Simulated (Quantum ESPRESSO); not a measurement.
# MoS2 (P-3m1) in Quantum ESPRESSO: equation of state

Aim: energy against volume of MoS2 in PBEsol, for its equilibrium volume and stiffness.

Program: Quantum ESPRESSO 7.5. These are calculated values, not measurements. Logs are shortened: lines on timing, memory, paths and dates and some standing lists are left out, and cuts for length are marked.

### Step 1. The crystal as given

The structure is trigonal, space group P-3m1 (No. 164). The conventional cell has a = 3.227 Å, b = 3.227 Å, c = 6.312 Å, α = 90.00°, β = 90.00°, γ = 120.00°. Mo (site symmetry -3m) has 6 S at 2.42 Å as nearest neighbours. S (site symmetry 3m) has 3 Mo at 2.42 Å as nearest neighbours.

Measurements of this composition are mostly on another form, of space group No. 194.

### Step 2. Single point, PBEsol, 17.84 Å³/atom

Input file pw.in:

```
&CONTROL
  calculation = 'scf'
  prefix = 'pwscf'
  outdir = './tmp'
  pseudo_dir = './pseudo'
  tprnfor = .true.
  tstress = .true.
  disk_io = 'nowf'
/
&SYSTEM
  ibrav = 0
  nat = 3
  ntyp = 2
  ecutwfc = 45
  ecutrho = 360
  nbnd = 20
  occupations = 'smearing'
  smearing = 'fd'
  degauss = 0.00367493
/
&ELECTRONS
  conv_thr = 6d-10
  electron_maxstep = 120
  mixing_beta = 0.5
/
ATOMIC_SPECIES
Mo    95.9500 mo_pbesol_v1.uspp.F.UPF
S     32.0600 s_pbesol_v1.4.uspp.F.UPF
CELL_PARAMETERS angstrom
   3.1615794509    0.0000000000    0.0000000000
  -1.5807897255    2.7380081205    0.0000000000
   0.0000000000    0.0000000000    6.1836112739
ATOMIC_POSITIONS crystal
Mo     0.0000000000    0.0000000000    0.5000000000
S      0.6666666667    0.3333333333    0.7446806800
S      0.3333333333    0.6666666667    0.2553193200
K_POINTS automatic
9 9 4 0 0 0
```

Potentials or basis: GBRV 1.5 PBEsol.

Started as:

```bash
$ OMP_NUM_THREADS=1 mpirun -n 2 pw.x -nk 2 -in pw.in > pw.out
```

pw.out:

```text
This program is part of the open-source Quantum ESPRESSO suite
     for quantum simulation of materials; please cite
         "P. Giannozzi et al., J. Phys.:Condens. Matter 21 395502 (2009);
         "P. Giannozzi et al., J. Phys.:Condens. Matter 29 465901 (2017);
         "P. Giannozzi et al., J. Chem. Phys. 152 154105 (2020);
     in publications or presentations arising from this work. More details at

     Message from routine setup:
     using ibrav=0 with symmetry is DISCOURAGED, use correct ibrav instead

     K-points division:     npool     =       2
     Subspace diagonalization in iterative solution of the eigenvalue problem:
     a serial algorithm will be used

     G-vector sticks info
     --------------------
     sticks:   dense  smooth     PW     G-vecs:    dense   smooth      PW
     Sum         889     439    139                41591    14719    2529

     Using Slab Decomposition

     bravais-lattice index     =            0
     lattice parameter (alat)  =       5.9745  a.u.
     unit-cell volume          =     361.2248 (a.u.)^3
     number of atoms/cell      =            3
     number of atomic types    =            2
     number of electrons       =        26.00
     number of Kohn-Sham states=           20
     kinetic-energy cutoff     =      45.0000  Ry
     charge density cutoff     =     360.0000  Ry
     scf convergence threshold =      6.0E-10
     mixing beta               =       0.5000
     number of iterations used =            8  plain     mixing
     Exchange-correlation= SLA  PW   PSX  PSC
                           (   1   4  10   8   0   0   0)

     celldm(1)=   5.974519  celldm(2)=   0.000000  celldm(3)=   0.000000
     celldm(4)=   0.000000  celldm(5)=   0.000000  celldm(6)=   0.000000

     crystal axes: (cart. coord. in units of alat)
               a(1) = (   1.000000   0.000000   0.000000 )
               a(2) = (  -0.500000   0.866025   0.000000 )
               a(3) = (   0.000000   0.000000   1.955861 )

     reciprocal axes: (cart. coord. in units 2 pi/alat)
               b(1) = (  1.000000  0.577350 -0.000000 )
               b(2) = (  0.000000  1.154701  0.000000 )
               b(3) = (  0.000000 -0.000000  0.511284 )

     PseudoPot. # 1 for Mo read from file:
     mo_pbesol_v1.uspp.F.UPF
     Pseudo is Ultrasoft + core correction, Zval = 14.0
     Generated by new atomic code, or converted to UPF format
     Using radial grid of  889 points,  6 beta functions with:
                l(1) =   0
                l(2) =   0
                l(3) =   1
                l(4) =   1
                l(5) =   2
                l(6) =   2
     Q(r) pseudized with  6 coefficients,  rinner =    1.000   1.000   1.000
                                                       1.000   1.000

     PseudoPot. # 2 for S  read from file:
     s_pbesol_v1.4.uspp.F.UPF
     Pseudo is Ultrasoft + core correction, Zval =  6.0
     Generated by new atomic code, or converted to UPF format
     Using radial grid of  907 points,  6 beta functions with:
                l(1) =   0
                l(2) =   0
                l(3) =   1
                l(4) =   1
                l(5) =   2
                l(6) =   2
     Q(r) pseudized with  8 coefficients,  rinner =    1.300   1.300   1.300
                                                       1.300   1.300

     atomic species   valence    mass     pseudopotential
     Mo               14.00    95.95000     Mo( 1.00)
     S                 6.00    32.06000     S ( 1.00)

     12 Sym. Ops., with inversion, found

   Cartesian axes

     site n.     atom                  positions (alat units)
         1        Mo     tau(   1) = (   0.0000000   0.0000000   0.9779307  )
         2        S      tau(   2) = (   0.5000000   0.2886751   1.4564922  )
         3        S      tau(   3) = (  -0.0000000   0.5773503   0.4993692  )

     number of k points=    43  Fermi-Dirac smearing, width (Ry)=  0.0037
                       cart. coord. in units 2pi/alat
        k(    1) = (   0.0000000   0.0000000   0.0000000), wk =   0.0061728
        k(    2) = (   0.0000000   0.0000000   0.1278209), wk =   0.0123457
        k(    3) = (   0.0000000   0.0000000  -0.2556418), wk =   0.0061728
        k(    4) = (   0.0000000   0.1283001   0.0000000), wk =   0.0370370
        k(    5) = (   0.0000000   0.1283001   0.1278209), wk =   0.0370370
        k(    6) = (   0.0000000   0.1283001  -0.2556418), wk =   0.0370370
[... 35 lines left out ...]
        k(   42) = (  -0.1111111   0.4490502  -0.1278209), wk =   0.0740741
        k(   43) = (  -0.2222222   0.5132002  -0.1278209), wk =   0.0740741

     Dense  grid:    41591 G-vectors     FFT dimensions: (  40,  40,  72)

     Smooth grid:    14719 G-vectors     FFT dimensions: (  25,  25,  50)

     Initial potential from superposition of free atoms

     starting charge      25.9990, renormalised to      26.0000
     Starting wfcs are   21 randomized atomic wfcs

     Self-consistent Calculation

     iteration #  1     ecut=    45.00 Ry     beta= 0.50
     Davidson diagonalization with overlap
     ethr =  1.00E-02,  avg # of iterations =  5.2

     Threshold (ethr) on eigenvalues was too large:
     Diagonalizing with lowered threshold

     Davidson diagonalization with overlap
     ethr =  3.55E-04,  avg # of iterations =  3.4

     total energy              =    -187.48283298 Ry
     estimated scf accuracy    <       0.10430956 Ry

     iteration #  2     ecut=    45.00 Ry     beta= 0.50
     Davidson diagonalization with overlap
     ethr =  4.01E-04,  avg # of iterations =  2.5

     total energy              =    -187.48273561 Ry
     estimated scf accuracy    <       0.12047706 Ry

     iteration #  3     ecut=    45.00 Ry     beta= 0.50
     Davidson diagonalization with overlap
     ethr =  4.01E-04,  avg # of iterations =  2.0

     total energy              =    -187.50611465 Ry
     estimated scf accuracy    <       0.03385009 Ry

     iteration #  4     ecut=    45.00 Ry     beta= 0.50
     Davidson diagonalization with overlap
     ethr =  1.30E-04,  avg # of iterations =  1.0

     total energy              =    -187.51036129 Ry
     estimated scf accuracy    <       0.00061427 Ry

     iteration #  5     ecut=    45.00 Ry     beta= 0.50
     Davidson diagonalization with overlap
     ethr =  2.36E-06,  avg # of iterations =  7.2

     total energy              =    -187.51045506 Ry
     estimated scf accuracy    <       0.00002278 Ry

     iteration #  6     ecut=    45.00 Ry     beta= 0.50
     Davidson diagonalization with overlap
     ethr =  8.76E-08,  avg # of iterations =  4.0

     total energy              =    -187.51046748 Ry
     estimated scf accuracy    <       0.00000108 Ry

     iteration #  7     ecut=    45.00 Ry     beta= 0.50
     Davidson diagonalization with overlap
     ethr =  4.16E-09,  avg # of iterations =  3.7

     total energy              =    -187.51046797 Ry
     estimated scf accuracy    <       0.00000005 Ry

     iteration #  8     ecut=    45.00 Ry     beta= 0.50
     Davidson diagonalization with overlap
     ethr =  1.93E-10,  avg # of iterations =  3.9

     total energy              =    -187.51046800 Ry
     estimated scf accuracy    <          6.2E-09 Ry

     iteration #  9     ecut=    45.00 Ry     beta= 0.50
     Davidson diagonalization with overlap
     ethr =  2.39E-11,  avg # of iterations =  2.8

     End of self-consistent calculation

          k = 0.0000 0.0000 0.0000 (  1813 PWs)   bands (ev):

   -50.5763 -24.6932 -24.5930 -24.5930  -4.1312  -2.4753   3.9969   6.7902
     6.7902   9.2150   9.8712  10.0407  10.0407  10.8621  10.8621  14.5755
    14.5755  17.0833  17.7353  20.5143

          k = 0.0000 0.0000 0.1278 (  1837 PWs)   bands (ev):

   -50.5763 -24.6934 -24.5930 -24.5930  -4.0390  -2.6403   4.3693   6.7949
     6.7949   8.0870  10.0369  10.0369  10.6981  10.8241  10.8241  14.6689
    14.6689  16.9353  18.4309  20.8468

          k = 0.0000 0.0000-0.2556 (  1848 PWs)   bands (ev):

   -50.5763 -24.6934 -24.5931 -24.5931  -3.9238  -2.8247   4.8642   6.7995
     6.7995   7.2606  10.0331  10.0331  10.7871  10.7871  11.0941  14.7637
    14.7637  16.9261  19.1615  20.6519

          k = 0.0000 0.1283 0.0000 (  1839 PWs)   bands (ev):

   -50.5714 -24.6832 -24.6432 -24.6044  -3.9258  -2.4400   4.2517   6.3441
     6.9045   8.9083   9.4501   9.5456   9.8900  11.1159  11.4285  14.0787
    14.4899  18.0133  18.3350  20.0749

          k = 0.0000 0.1283 0.1278 (  1848 PWs)   bands (ev):

   -50.5714 -24.6833 -24.6432 -24.6044  -3.8332  -2.5948   4.6144   6.2210
     6.9149   8.4876   9.0614   9.4203  10.3520  11.3925  11.4310  14.0106
    14.6461  17.7563  19.0591  20.2776

          k = 0.0000 0.1283-0.2556 (  1862 PWs)   bands (ev):

   -50.5714 -24.6833 -24.6433 -24.6044  -3.7190  -2.7660   5.1100   5.9848
     6.9115   7.9890   8.9566   9.4215  10.4878  11.4122  11.7337  14.0709
    14.6062  17.6914  19.6209  20.0920

          k = 0.0000 0.2566 0.0000 (  1861 PWs)   bands (ev):

   -50.5587 -24.7687 -24.6574 -24.6330  -3.3659  -2.3421   4.8895   5.7751
     7.0612   7.0854   8.9586   9.3947   9.6476  11.4561  11.8720  14.1564
    14.5491  18.5000  19.1421  19.6882

          k = 0.0000 0.2566 0.1278 (  1846 PWs)   bands (ev):

   -50.5587 -24.7686 -24.6573 -24.6330  -3.2647  -2.4834   5.2994   5.5290
     7.0704   7.1233   8.7700   8.9285   9.9820  11.5740  11.8750  14.0604
    14.6365  18.7756  19.0137  20.0691

          k = 0.0000 0.2566-0.2556 (  1854 PWs)   bands (ev):

   -50.5587 -24.7686 -24.6574 -24.6330  -3.1707  -2.5993   5.1757   5.8494
     7.0247   7.0494   8.5068   8.9627  10.0341  11.9427  12.1414  13.5789
    14.4644  18.5363  18.8732  19.3921

          k = 0.0000 0.3849 0.0000 (  1839 PWs)   bands (ev):

   -50.5443 -24.9080 -24.6652 -24.6279  -2.6928  -2.1340   4.9758   5.4756
     6.2082   6.9436   8.2934   9.0466   9.4422  12.0047  12.1184  14.8335
    15.0356  17.7248  18.1550  19.0297

          k = 0.0000 0.3849 0.1278 (  1841 PWs)   bands (ev):

   -50.5443 -24.9081 -24.6652 -24.6279  -2.5829  -2.2644   4.9757   5.6661
     6.2130   6.9343   7.9578   9.0574   9.5931  11.9555  12.0366  14.7796
    15.3046  17.5603  18.4620  18.9184

          k = 0.0000 0.3849-0.2556 (  1846 PWs)   bands (ev):

   -50.5443 -24.9081 -24.6652 -24.6280  -2.6409  -2.1870   4.7764   5.4253
     6.5904   6.9020   8.2600   9.1310   9.4046  12.0860  12.3528  14.5005
    14.5519  17.0904  17.8445  19.5168
[... 123 lines left out ...]
   -50.5307 -24.9452 -24.7901 -24.6003  -2.1153  -1.6888   4.6155   5.2164
     6.3309   6.7415   7.1226   7.9192  10.6849  11.6531  12.5499  13.9797
    15.6964  17.6608  18.6663  19.8847

          k = 0.3333 0.5774 0.0000 (  1836 PWs)   bands (ev):

   -50.5282 -24.8829 -24.8829 -24.5954  -1.8036  -1.8036   5.1273   5.1273
     5.3658   7.0701   7.0701   7.5114  11.7708  12.0192  12.0192  14.1206
    14.1206  16.8491  20.5255  20.5255

          k = 0.3333 0.5774 0.1278 (  1818 PWs)   bands (ev):

   -50.5282 -24.8829 -24.8829 -24.5953  -1.8063  -1.8063   5.1411   5.1411
     5.4684   7.1052   7.1052   7.3219  11.7101  11.7101  11.7748  14.5638
    14.5638  17.4627  19.6610  19.6610

          k = 0.3333 0.5774-0.2556 (  1836 PWs)   bands (ev):

   -50.5282 -24.8829 -24.8829 -24.5954  -1.8091  -1.8091   5.1548   5.1548
     5.5924   7.1151   7.1424   7.1424  11.4606  11.4606  11.7784  14.9829
    14.9829  18.7002  19.0391  19.0391

          k = 0.0000 0.1283-0.1278 (  1848 PWs)   bands (ev):

   -50.5714 -24.6833 -24.6432 -24.6044  -3.8364  -2.5890   4.5844   6.2640
     6.9011   8.5106   8.9622   9.4511  10.4082  11.4194  11.4498  14.1430
    14.4495  17.7314  19.0729  19.8591

          k = 0.0000 0.2566-0.1278 (  1846 PWs)   bands (ev):

   -50.5587 -24.7686 -24.6573 -24.6330  -3.3005  -2.4299   4.8814   5.9703
     6.9800   7.0406   8.9534   8.9924   9.8844  11.9418  11.9933  13.7129
    14.3783  18.3085  18.7211  19.5176

          k = 0.0000 0.3849-0.1278 (  1841 PWs)   bands (ev):

   -50.5443 -24.9081 -24.6652 -24.6279  -2.7274  -2.0798   4.7561   5.3134
     6.5323   6.9108   8.7554   9.0979   9.1208  12.0504  12.5844  14.2209
    14.6075  17.0728  17.5844  20.6472

          k = 0.0000 0.5132-0.1278 (  1840 PWs)   bands (ev):

   -50.5349 -24.9975 -24.6861 -24.6086  -2.4829  -1.5881   3.9521   5.3095
     6.4527   6.7333   8.3015   9.0505   9.3596  12.1411  13.0165  14.8072
    14.9102  16.3695  17.3306  19.1772

          k =-0.1111 0.3208-0.1278 (  1844 PWs)   bands (ev):

   -50.5490 -24.8481 -24.6704 -24.6372  -2.8500  -2.2909   4.9947   5.9003
     6.2348   7.0673   8.0195   9.0845   9.9946  11.6494  12.4955  13.6094
    14.6887  18.2508  18.8293  20.0745

          k =-0.1111 0.4491-0.1278 (  1837 PWs)   bands (ev):

   -50.5371 -24.9528 -24.7063 -24.6132  -2.4541  -1.8269   4.5242   5.1322
     6.5560   6.8297   7.9742   8.4624  10.0090  11.9856  12.8482  13.8415
    15.0502  17.3172  18.1040  19.8068

          k =-0.2222 0.5132-0.1278 (  1832 PWs)   bands (ev):

   -50.5307 -24.9452 -24.7902 -24.6004  -2.1055  -1.6972   4.5937   5.1961
     6.3182   6.8195   7.0532   7.9092  10.7992  11.9533  12.5449  13.7377
    15.2276  17.8560  18.8029  19.2147

     the Fermi energy is    11.1061 ev

!    total energy              =    -187.51046800 Ry
     estimated scf accuracy    <          4.0E-10 Ry
     smearing contrib. (-TS)   =      -0.00057804 Ry
     internal energy E=F+TS    =    -187.50988996 Ry

     The total energy is F=E-TS. E is the sum of the following terms:
     one-electron contribution =     -91.89827476 Ry
     hartree contribution      =      57.00488096 Ry
     xc contribution           =     -36.07331908 Ry
     ewald contribution        =    -116.54317707 Ry

     convergence has been achieved in   9 iterations

     Forces acting on atoms (cartesian axes, Ry/au):

     atom    1 type  1   force =     0.00000000   -0.00000000    0.00000000
     atom    2 type  2   force =    -0.00000000   -0.00000000    0.04143881
     atom    3 type  2   force =     0.00000000    0.00000000   -0.04143881

     Total force =     0.058603     Total SCF correction =     0.000009

     Computing stress (Cartesian axis) and pressure

          total   stress  (Ry/bohr**3)                   (kbar)     P=       52.19
   0.00024253   0.00000000   0.00000000           35.68        0.00        0.00
   0.00000000   0.00024253   0.00000000            0.00       35.68        0.00
   0.00000000  -0.00000000   0.00057923            0.00       -0.00       85.21

=------------------------------------------------------------------------------=
   JOB DONE.
=------------------------------------------------------------------------------=
```

Wall time 18 s (2 MPI ranks of Arm Neoverse V1, shared host); peak memory 0.28 GiB.

What came out:

```
Free energy            : -2551.2099 eV
Pressure               : 5.2 GPa
Largest force          : 1.065 eV/Å
Band gap on the k mesh : none (metal or under the smearing width)
```

Caveat: this functional lacks dispersion, which binds the layers, so the pressure and a relaxed spacing across them are unreliable; forces of over 1 eV/Å show positions far from the minimum, so gaps and moduli don't describe the material at rest.

### Step 3. Single point, PBEsol, 18.22 Å³/atom

pw.in: that of step 2 with these lines changed.

```diff
@@ -29,5 +29,5 @@
 CELL_PARAMETERS angstrom
-   3.1615794509    0.0000000000    0.0000000000
-  -1.5807897255    2.7380081205    0.0000000000
-   0.0000000000    0.0000000000    6.1836112739
+   3.1838448285    0.0000000000    0.0000000000
+  -1.5919224143    2.7572905031    0.0000000000
+   0.0000000000    0.0000000000    6.2271592669
 ATOMIC_POSITIONS crystal
```

Potentials or basis: GBRV 1.5 PBEsol.

Started as:

```bash
$ OMP_NUM_THREADS=1 mpirun -n 2 pw.x -nk 2 -in pw.in > pw.out
```

Run time: 19 s. Hardware: 2 MPI ranks of Arm Neoverse V1, shared host; peak memory 0.28 GiB.

It converged, with:

| Item | Value |
| --- | --- |
| Free energy | -2551.2360 eV |
| Pressure | 1.9 GPa |
| Largest force | 0.684 eV/Å |
| Band gap on the k mesh | none (metal or under the smearing width) |

Caveat: this functional lacks dispersion, which binds the layers, so the pressure and a relaxed spacing across them are unreliable.

### Step 4. Single point, PBEsol, 18.60 Å³/atom

pw.in: that of step 3 with these lines changed.

```diff
@@ -29,5 +29,5 @@
 CELL_PARAMETERS angstrom
-   3.1838448285    0.0000000000    0.0000000000
-  -1.5919224143    2.7572905031    0.0000000000
-   0.0000000000    0.0000000000    6.2271592669
+   3.2058030729    0.0000000000    0.0000000000
+  -1.6029015365    2.7763069006    0.0000000000
+   0.0000000000    0.0000000000    6.2701065500
 ATOMIC_POSITIONS crystal
```

Started as:

```bash
$ OMP_NUM_THREADS=1 mpirun -n 2 pw.x -nk 2 -in pw.in > pw.out
```

Wall time 20 s (2 MPI ranks of Arm Neoverse V1, shared host); peak memory 0.28 GiB.

It converged, with:

```yaml
Free_energy: -2551.2397 eV
Pressure: -1.1 GPa
Largest_force: 0.330 eV/Å
Band_gap_on_the_k_mesh: none (metal or under the smearing width)
```

Caveat: this functional lacks dispersion, which binds the layers, so the pressure and a relaxed spacing across them are unreliable.

### Step 5. Single point, PBEsol, 18.98 Å³/atom

pw.in: that of step 4 with these lines changed.

```diff
@@ -29,5 +29,5 @@
 CELL_PARAMETERS angstrom
-   3.2058030729    0.0000000000    0.0000000000
-  -1.6029015365    2.7763069006    0.0000000000
-   0.0000000000    0.0000000000    6.2701065500
+   3.2274645616    0.0000000000    0.0000000000
+  -1.6137322808    2.7950663001    0.0000000000
+   0.0000000000    0.0000000000    6.3124734200
 ATOMIC_POSITIONS crystal
```

Started as:

```bash
$ OMP_NUM_THREADS=1 mpirun -n 2 pw.x -nk 2 -in pw.in > pw.out
```

Wall time 24 s (2 MPI ranks of Arm Neoverse V1, shared host); peak memory 0.28 GiB.

The run converged. Its results:

* Free energy: -2551.2235 eV
* Pressure: -3.7 GPa
* Largest force: 0.003 eV/Å
* Band gap on the k mesh: none (metal or under the smearing width)

Caveat: this functional lacks dispersion, which binds the layers, so the pressure and a relaxed spacing across them are unreliable.

### Step 6. Single point, PBEsol, 19.36 Å³/atom

pw.in: that of step 5 with these lines changed.

```diff
@@ -29,5 +29,5 @@
 CELL_PARAMETERS angstrom
-   3.2274645616    0.0000000000    0.0000000000
-  -1.6137322808    2.7950663001    0.0000000000
-   0.0000000000    0.0000000000    6.3124734200
+   3.2488391220    0.0000000000    0.0000000000
+  -1.6244195610    2.8135772124    0.0000000000
+   0.0000000000    0.0000000000    6.3542790981
 ATOMIC_POSITIONS crystal
```

Potentials or basis: GBRV 1.5 PBEsol.

Started as:

```bash
$ OMP_NUM_THREADS=1 mpirun -n 2 pw.x -nk 2 -in pw.in > pw.out
```

It took 24 s on 2 MPI ranks of Arm Neoverse V1, shared host; peak memory 0.3 GiB.

The run converged. Its results:

| Property | Result |
| --- | --- |
| Free energy | -2551.1892 eV |
| Pressure | -6.1 GPa |
| Largest force | 0.300 eV/Å |
| Band gap on the k mesh | none (metal or under the smearing width) |

Caveat: this functional lacks dispersion, which binds the layers, so the pressure and a relaxed spacing across them are unreliable.

(Part 1 of 2 ends here.)
